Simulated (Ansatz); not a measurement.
## Te under changes of volume

One of the cells (33.925 Å³/atom); the others are scaled copies at fixed shape and fractional positions:

```
CELL_PARAMETERS angstrom
4.45400 0.00000 0.00000
-2.22700 3.85728 0.00000
0.00000 0.00000 5.92400
ATOMIC_POSITIONS crystal
Te 0.73100 0.73100 0.00000
Te 0.00000 0.26900 0.66667
Te 0.26900 0.00000 0.33333
```

- Program: Ansatz 0.2.0
- Functional: PBEsol
- Potentials or basis: all-electron LAPW, scalar-relativistic
- Cutoff: 215 eV (chosen from the basis error)
- Basis error allowed: 0.002 eV/atom
- k mesh: 7 × 7 × 5
- Occupations: fermi-dirac, width 0.05 eV
- Spin: no spin polarisation

```csv
volume (Å³/atom),energy over the lowest point (meV/atom),pressure (GPa),gap on the mesh (eV),largest force (eV/Å)
31.890,10.20,2.4,0.57,0.446
32.568,2.58,1.2,0.58,0.322
33.247,0.00,0.1,0.59,0.207
33.925,1.91,-0.9,0.60,0.099
34.604,7.83,-1.8,0.60,0.001
35.282,17.31,-2.6,0.60,0.094
35.961,?,?,?,?
```

Problem. What does the run at 35.961 Å³/atom give?

Solution. Energy over the lowest point 29.97 meV/atom; pressure -3.3 GPa; gap on the mesh 0.61 eV; largest force 0.181 eV/Å.

Worked out: A Birch-Murnaghan fit of order 3 (a polynomial in V^(-2/3)) to the other rows has its minimum at 33.28 Å³/atom with B0 = V·E''(V) = 52 GPa and B' = 4.7 at fixed shape and positions, which overstates the stiffness. It gives 29.99 meV/atom at 35.961 Å³/atom, against the run's 29.97, and -dE/dV = -3.3 GPa, against -3.3. A straight line through the other rows of the gap, of slope 0.313 eV per unit of ln V, extrapolates to 0.61 eV, against the run's 0.61.

Energies are extrapolated to zero smearing.

Caveats: spin-orbit coupling is left out, which moves the levels of the heavy elements; an odd mesh through Γ misses points on the zone boundary, where band edges often lie.
